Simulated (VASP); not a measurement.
# B (Fd-3m) in VASP: settings compared

One crystal, B, is run at these levels: PBE, PBEsol; tasks: single point.

Everything below comes from runs of VASP 6.6.1. Logs are shortened: lines on timing, memory, paths and dates and some standing lists are left out, and cuts for length are marked.

## Step 1: The structure

Symmetry: Fd-3m, No. 227, cubic system. The conventional cell has a = 4.082 Å, b = 4.082 Å, c = 4.082 Å, α = 90.00°, β = 90.00°, γ = 90.00°. B (site symmetry -43m) is surrounded by 4 B at 1.77 Å.

The cell was built by a generator and needn't be a form met in nature.

## Step 2: Single point, PBE

INCAR reads:

```
SYSTEM = B
  PREC = Accurate
  ENCUT = 520
  EDIFF = 1E-6
  ISMEAR = -1
  SIGMA = 0.1
  LREAL = .False.
  LASPH = .True.
  NELM = 80
  ALGO = Normal
  ISIF = 2
  LWAVE = .False.
  LCHARG = .False.
  GGA = PE
  NBANDS = 10
```

KPOINTS reads:

```
Automatic mesh
0
Gamma
  8 8 8
  0 0 0
```

POSCAR reads:

```
B
1.0
    0.0000000000      2.0411840000      2.0411840000
    2.0411840000      0.0000000000      2.0411840000
    2.0411840000      2.0411840000      0.0000000000
B
2
Direct
    0.0000000000      0.0000000000      0.0000000000
    0.2500000000      0.2500000000      0.2500000000
```

Potentials or basis: VASP PAW PBE potentials, release 64 (B).

The run is started by

```bash
> cat potpaw_PBE.64/B/POTCAR > POTCAR
> mpirun -np 1 vasp_std > vasp.out
```

OUTCAR:

```text
SYSTEM = B
   PREC = Accurate
   ENCUT = 520
   EDIFF = 1E-6
   ISMEAR = -1
   LREAL = .False.
   LASPH = .True.
   NELM = 80
   ISIF = 2
   GGA = PE

 ion  position               nearest neighbor table
   1  0.000  0.000  0.000-   2 1.77   2 1.77   2 1.77   2 1.77
   2  0.250  0.250  0.250-   1 1.77   1 1.77   1 1.77   1 1.77

  LATTYP: Found a face centered cubic cell.
 ALAT       =     4.0823680000

  Lattice vectors:

 A1 = (   0.0000000000,   2.0411840000,   2.0411840000)
 A2 = (   2.0411840000,   0.0000000000,   2.0411840000)
 A3 = (   2.0411840000,   2.0411840000,   0.0000000000)

Analysis of symmetry for initial positions (statically):
=====================================================================
 Subroutine PRICEL returns:
 Original cell was already a primitive cell.

 Routine SETGRP: Setting up the symmetry group for a
 face centered cubic supercell.

 Subroutine GETGRP returns: Found 48 space group operations
 (whereof 24 operations were pure point group operations)
 out of a pool of 48 trial point group operations.

The static configuration has the point symmetry T_d .
 The point group associated with its full space group is O_h .

Analysis of symmetry for dynamics (positions and initial velocities):
=====================================================================
 Subroutine PRICEL returns:
 Original cell was already a primitive cell.

 Routine SETGRP: Setting up the symmetry group for a
 face centered cubic supercell.

 Subroutine GETGRP returns: Found 48 space group operations
 (whereof 24 operations were pure point group operations)
 out of a pool of 48 trial point group operations.

The dynamic configuration has the point symmetry T_d .
 The point group associated with its full space group is O_h .

 Subroutine INISYM returns: Found 48 space group operations
 (whereof 24 operations are pure point group operations),
 and found     1 'primitive' translations

----------------------------------------------------------------------------------------

                                     Primitive cell

  volume of cell :      17.0089

  direct lattice vectors                    reciprocal lattice vectors
     0.000000000  2.041184000  2.041184000    -0.244955869  0.244955869  0.244955869
     2.041184000  0.000000000  2.041184000     0.244955869 -0.244955869  0.244955869
     2.041184000  2.041184000  0.000000000     0.244955869  0.244955869 -0.244955869

  length of vectors
     2.886670096  2.886670096  2.886670096     0.424276010  0.424276010  0.424276010

  position of ions in fractional coordinates (direct lattice)
     0.000000000  0.000000000  0.000000000
     0.250000000  0.250000000  0.250000000

  ion indices of the primitive-cell ions
   primitive index   ion index
                 1           1
                 2           2

----------------------------------------------------------------------------------------

 KPOINTS: Automatic mesh

Automatic generation of k-mesh.
 Grid dimensions read from file:
 generate k-points for:    8    8    8

 Generating k-lattice:

  Cartesian coordinates                     Fractional coordinates (reciprocal lattice)
    -0.030619484  0.030619484  0.030619484     0.125000000  0.000000000  0.000000000
     0.030619484 -0.030619484  0.030619484     0.000000000  0.125000000  0.000000000
     0.030619484  0.030619484 -0.030619484     0.000000000  0.000000000  0.125000000

  Length of vectors
     0.053034501  0.053034501  0.053034501

  Shift w.r.t. Gamma in fractional coordinates (k-lattice)
     0.000000000  0.000000000  0.000000000

 Subroutine IBZKPT returns following result:
 ===========================================

 Found     29 irreducible k-points:

 Following reciprocal coordinates:
            Coordinates               Weight
  0.000000  0.000000  0.000000      1.000000
  0.125000  0.000000  0.000000      8.000000
  0.250000  0.000000  0.000000      8.000000
  0.375000  0.000000  0.000000      8.000000
  0.500000  0.000000  0.000000      4.000000
  0.125000  0.125000  0.000000      6.000000
[... 16 lines left out ...]
  0.500000  0.250000  0.125000     48.000000
 -0.375000  0.250000  0.125000     24.000000
 [... further k-points ...]
   k-points           NKPTS =     29   k-points in BZ     NKDIM =     29   number of bands    NBANDS=     10
   number of dos      NEDOS =    301   number of ions     NIONS =      2
   total plane-waves  NPLWV =  13824
   dimension x,y,z NGX =    24 NGY =   24 NGZ =   24
   dimension x,y,z NGXF=    48 NGYF=   48 NGZF=   48
   ions per type =               2
   NGX,Y,Z   is equivalent  to a cutoff of  13.82, 13.82, 13.82 a.u.
   NGXF,Y,Z  is equivalent  to a cutoff of  27.64, 27.64, 27.64 a.u.
 SYSTEM =  B
   PREC   = accura    normal or accurate (medium, high low for compatibility)
   ISTART =      0    job   : 0-new  1-cont  2-samecut
   ICHARG =      2    charge: 1-file 2-atom 10-const
   ISPIN  =      1    spin polarized calculation?
   LNONCOLLINEAR =      F non collinear calculations
   LSORBIT =      F    spin-orbit coupling
   LASPH  =      T    aspherical Exc in radial PAW
   ENCUT  =  520.0 eV  38.22 Ry    6.18 a.u.   5.37  5.37  5.37*2*pi/ulx,y,z
   NELM   =     80;   NELMIN=  2; NELMDL= -5     # of ELM steps
   EDIFF  = 0.1E-05   stopping-criterion for ELM
   LREAL  =      F    real-space projection
   EDIFFG = 0.1E-04   stopping-criterion for IOM
   NSW    =      0    number of steps for IOM
   IBRION =     -1    ionic relax: 0-MD 1-quasi-New 2-CG
   NFREE  =      0    steps in history (QN), initial steepest desc. (CG)
   ISIF   =      2    stress and relaxation
   ISYM   =      2    0-nonsym 1-usesym 2-fastsym
   POTIM  = 0.5000    time-step for ionic-motion
   TEBEG  =    0.0;   TEEND  =   0.0 temperature during run
   PSTRESS=    0.0 pullay stress
   NELECT =       6.0000    total number of electrons
   NUPDOWN=      -1.0000    fix difference up-down
   EMIN   =  10.00;   EMAX   =-10.00  energy-range for DOS
   EFERMI =   0.00;   METHOD = LEGACY
   ISMEAR =    -1;   SIGMA  =   0.10  broadening in eV -4-tet -1-fermi 0-gaus
   EFERMI_NEDOS =   21; number of points for ismear=-14 and -15
   IALGO  =     38    algorithm
   IMIX   =      4    mixing-type and parameters
     AMIX     =   0.40;   BMIX     =  1.00
     AMIX_MAG =   1.60;   BMIX_MAG =  1.00
  volume/ion in A,a.u.               =       8.50        57.39
  Fermi-wavevector in a.u.,A,eV,Ry     =   1.156733  2.185908 18.205017  1.338031
  Thomas-Fermi vector in A             =   2.293351
   LORBIT       =      0    0 simple, 1 ext, 2 COOP (PROOUT), +10 PAW based schemes
   GGA     = PE    functional components
   LHFCALC =     F    Hartree Fock is set to
   AEXX    =    0.0000 exact exchange contribution
   IVDW    =     0    specifies the selected vdW correction
   LEPSILON=     F    determine dielectric tensor
   LRPA    =     F    only Hartree local field effects (RPA)
 non-spin polarized calculation
  energy-cutoff  :      520.00
  volume of cell :       17.01
 maximum number of plane-waves:       471
 NGX is ok and might be reduce to    24
   NGX = 11   NGY = 11   NGZ = 11

 number of electron       6.0000000 magnetization

 Free energy of the ion-electron system (eV)
  ---------------------------------------------------
  ext. energy  EPLUGINS =         0.00000000
  ---------------------------------------------------
  free energy    TOTEN  =       -11.52939028 eV

  energy without entropy =      -11.50007607  energy(sigma->0) =      -11.51473317

 E-fermi :   3.6131     XC(G=0): -11.1073

 val. band max:        3.6103071041   @ k =  -0.3750   0.2500   0.1250
 cond. band min:       3.8327828858   @ k =  -0.3750   0.1250   0.0000
 fundamental gap:      0.2224757816
 Fermi energy:         3.6131288881

 k-point     1 :       0.0000    0.0000    0.0000
  band No.  band energies     occupation
      1      -9.1333      2.00000
      2       7.5370      0.00000
      3       7.5370      0.00000
      4       7.5370      0.00000
      5      11.6412      0.00000
      6      11.6412      0.00000
      7      11.6412      0.00000
      8      19.6459      0.00000
      9      22.0498      0.00000
     10      26.2900      0.00000

 k-point     2 :       0.1250    0.0000    0.0000
  band No.  band energies     occupation
      1      -8.7998      2.00000
      2       5.5612      0.00000
      3       6.9805      0.00000
      4       6.9805      0.00000
      5      12.3752      0.00000
      6      12.3752      0.00000
      7      12.8494      0.00000
      8      19.6297      0.00000
      9      22.5842      0.00000
     10      23.9377      0.00000

 k-point     3 :       0.2500    0.0000    0.0000
  band No.  band energies     occupation
      1      -7.8055      2.00000
      2       2.2574      2.00000
      3       6.0859      0.00000
      4       6.0859      0.00000
      5      13.4180      0.00000
      6      13.4180      0.00000
      7      14.1895      0.00000
      8      19.5290      0.00000
      9      23.2111      0.00000
     10      23.3211      0.00000

 k-point     4 :       0.3750    0.0000    0.0000
  band No.  band energies     occupation
      1      -6.1794      2.00000
      2      -0.9580      2.00000
      3       5.4632      0.00000
      4       5.4632      0.00000
      5      13.7179      0.00000
      6      13.7179      0.00000
      7      14.9316      0.00000
      8      19.3117      0.00000
      9      23.9691      0.00000
     10      24.8514      0.00000
[... 222 lines left out ...]
 k-point    22 :       0.3750    0.2500    0.1250
  band No.  band energies     occupation
      1      -6.9307      2.00000
      2       2.4621      1.99998
      3       2.9725      1.99670
      4       5.1929      0.00000
      5      12.4319      0.00000
      6      15.0752      0.00000
      7      16.6204      0.00000
      8      16.7324      0.00000
      9      23.4973      0.00000
     10      24.0216      0.00000

 k-point    23 :       0.5000    0.2500    0.1250
  band No.  band energies     occupation
      1      -5.3305      2.00000
      2      -0.2556      2.00000
      3       2.4835      1.99998
      4       4.1555      0.00878
      5      13.3373      0.00000
      6      14.7887      0.00000
      7      17.5575      0.00000
      8      18.0407      0.00000
      9      22.8259      0.00000
     10      24.6943      0.00000

 k-point    24 :      -0.3750    0.2500    0.1250
  band No.  band energies     occupation
      1      -3.6303      2.00000
      2      -2.4383      2.00000
      3       2.5163      1.99997
      4       3.6103      1.01411
      5      13.3514      0.00000
      6      14.9039      0.00000
      7      18.3665      0.00000
      8      19.3787      0.00000
      9      20.9616      0.00000
     10      26.6302      0.00000

 [... further k-points ...]

------------------------ aborting loop because EDIFF is reached ----------------------------------------

  FORCE on cell =-STRESS in cart. coord.  units (eV):
  Direction    XX          YY          ZZ          XY          YZ          ZX
  --------------------------------------------------------------------------------------
  -------------------------------------------------------------------------------------
  Total       -0.4150818     -0.4150818     -0.4150818      0.0000000     -0.0000000      0.0000000
  in kB      -39.0991917    -39.0991917    -39.0991917      0.0000000     -0.0000000      0.0000000
  external PRESSURE =     -39.0991917 kB  Pullay stress =       0.0000000 kB

 VOLUME and BASIS-vectors are now :
 -----------------------------------------------------------------------------
  energy-cutoff  :      520.00
  volume of cell :       17.01
      direct lattice vectors                 reciprocal lattice vectors
     0.000000000  2.041184000  2.041184000    -0.244955869  0.244955869  0.244955869
     2.041184000  0.000000000  2.041184000     0.244955869 -0.244955869  0.244955869
     2.041184000  2.041184000  0.000000000     0.244955869  0.244955869 -0.244955869

 POSITION                                       TOTAL-FORCE (eV/Angst)
 -----------------------------------------------------------------------------------
      0.00000      0.00000      0.00000         0.000000     -0.000000     -0.000000
      1.02059      1.02059      1.02059        -0.000000      0.000000      0.000000
 -----------------------------------------------------------------------------------
    total drift:                               -0.000000      0.000000      0.000000

  FREE ENERGIE OF THE ION-ELECTRON SYSTEM (eV)
  ---------------------------------------------------
  free  energy   TOTEN  =       -11.5293902757 eV

  energy  without entropy=      -11.5000760703  energy(sigma->0) =      -11.51473317
```

It used 4.7 s of CPU time on 1 thread of Intel(R) Xeon(R) Platinum 8488C (Sapphire Rapids) (shared host), which was overloaded at the time.

Results:

* Free energy: -11.5294 eV
* Pressure: -3.9 GPa
* Band gap on the k mesh: none (metal or under the smearing width)

## Step 3: Single point, PBEsol

INCAR reads:

```
SYSTEM = B
PREC     = Accurate       ! precision mode
ENCUT    = 520            ! plane-wave cutoff, eV
EDIFF    = 1E-6           ! SCF threshold, eV
ISMEAR   = -1             ! smearing method
SIGMA    = 0.1            ! smearing width, eV
LREAL    = .False.        ! projectors in reciprocal space
LASPH    = .True.         ! aspherical terms in the spheres
NELM     = 80             ! most SCF steps
ALGO     = Normal         ! electronic algorithm
ISIF     = 2              ! what is computed and relaxed
LWAVE    = .False.        ! write WAVECAR
LCHARG   = .False.        ! write CHGCAR
GGA      = PS             ! functional
NBANDS   = 10             ! bands
```

KPOINTS reads:

```
regular mesh
0
Gamma
  8 8 8
  0 0 0
```

POSCAR is that of step 2.

Potentials or basis: VASP PAW PBE potentials, release 64 (B).

The run is started by

```bash
> cat potpaw_PBE.64/B/POTCAR > POTCAR
> mpirun -np 1 vasp_std > vasp.out
```

It used 3.1 s of CPU time on 1 thread of Intel(R) Xeon(R) Platinum 8488C (Sapphire Rapids) (shared host), which was overloaded at the time.

Results (log left out):

```yaml
Free_energy: -12.1376 eV
Pressure: -6.2 GPa
Band_gap_on_the_k_mesh: none (metal or under the smearing width)
```

Levels at points of the mesh, in eV from the Fermi level:
| k point | band 1 | band 2 | band 3 | band 4 | band 5 | band 6 | band 7 | band 8 |
| --- | --- | --- | --- | --- | --- | --- | --- | --- |
| (0.00, 0.00, 0.00) | -12.76 | 3.95 | 3.95 | 3.95 | 8.01 | 8.01 | 8.01 | 16.05 |
| (0.50, 0.00, 0.00) | -7.98 | -6.95 | 1.65 | 1.65 | 10.04 | 10.04 | 11.56 | 15.41 |
| (0.50, 0.50, 0.00) | -5.93 | -5.93 | -1.29 | -1.29 | 6.98 | 6.98 | 17.83 | 17.83 |

Caveat: the PAW data sets were made with another functional, which shifts forces and pressure a little.

## Step 4: Single point, PBE

INCAR reads:

```
SYSTEM = B
ALGO     = Normal         ! electronic algorithm
EDIFF    = 1E-7           ! SCF threshold, eV
ENCUT    = 520            ! plane-wave cutoff, eV
GGA      = PE             ! functional
ISIF     = 2              ! what is computed and relaxed
ISMEAR   = -1             ! smearing method
LASPH    = .TRUE.         ! aspherical terms in the spheres
LCHARG   = .FALSE.        ! write CHGCAR
LREAL    = .FALSE.        ! projectors in reciprocal space
LWAVE    = .FALSE.        ! write WAVECAR
NBANDS   = 10             ! bands
NELM     = 80             ! most SCF steps
PREC     = Accurate       ! precision mode
SIGMA    = 0.1            ! smearing width, eV
```

KPOINTS reads:

```
k-points
0
G
  8 8 8
  0 0 0
```

POSCAR is that of step 3.

The run is started by

```bash
> cat potpaw_PBE.64/B/POTCAR > POTCAR
> mpirun -np 1 vasp_std > vasp.out
```

It used 3.4 s of CPU time on 1 thread of Intel(R) Xeon(R) Platinum 8488C (Sapphire Rapids), with other jobs on the host, which was overloaded at the time.

The run converged. Its results:

| Item | Value |
| --- | --- |
| Free energy | -11.5294 eV |
| Pressure | -3.9 GPa |
| Band gap on the k mesh | none (metal or under the smearing width) |

Levels at points of the mesh, in eV from the Fermi level:
| k point | band 1 | band 2 | band 3 | band 4 | band 5 | band 6 | band 7 |
| --- | --- | --- | --- | --- | --- | --- | --- |
| (0.00, 0.00, 0.00) | -12.75 | 3.92 | 3.92 | 3.92 | 8.03 | 8.03 | 8.03 |
| (0.50, 0.00, 0.00) | -8.01 | -6.91 | 1.64 | 1.64 | 10.07 | 10.07 | 11.55 |
| (0.50, 0.50, 0.00) | -5.94 | -5.94 | -1.28 | -1.28 | 7.07 | 7.07 | 17.82 |
